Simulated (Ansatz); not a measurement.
**TePt: equation of state with PBEsol**

Crystal: TePt.

```xyz
4
Lattice="1.9816 1.1441 6.6610 -1.9816 1.1441 6.6610 0.0000 -2.2881 6.6610" Properties=species:S:1:pos:R:3 pbc="T T T"
Pt    0.0000    0.0000    2.5911
Pt    0.0000    0.0000   17.3920
Te    0.0000    0.0000    8.0332
Te    0.0000    0.0000   11.9499
```

```yaml
Program: Ansatz 0.2.0
Task: equation of state
Functional: PBEsol
Potentials_or_basis: Ansatz PAW
Cutoff: 420 eV
Density_cutoff: 1680 eV
k_mesh: 8 × 8 × 8
Occupations: fermi-dirac, width 0.05 eV
Spin: no spin polarisation
```

- Equilibrium volume: 22.59 Å³/atom
- Bulk modulus at fixed shape and positions: 132 GPa
- Pressure derivative of the bulk modulus: 5.1

Energy against volume, from the lowest point:
| volume (Å³/atom) | energy (meV/atom) |
| --- | --- |
| 21.292 | 34.78 |
| 21.745 | 14.12 |
| 22.198 | 2.89 |
| 22.651 | 0.00 |
| 23.104 | 4.48 |
| 23.557 | 15.48 |
| 24.010 | 32.23 |

All runs of the series together: 65 s on 2 threads of Intel(R) Xeon(R) Processor @ 2.70GHz, with other jobs on the host.

Caveat: the cell was scaled at fixed shape and fractional positions, which overstates the stiffness of a crystal with free parameters, most of all of layers and chains. The run has no spin-orbit coupling, so splittings on Pt, Te are missing.
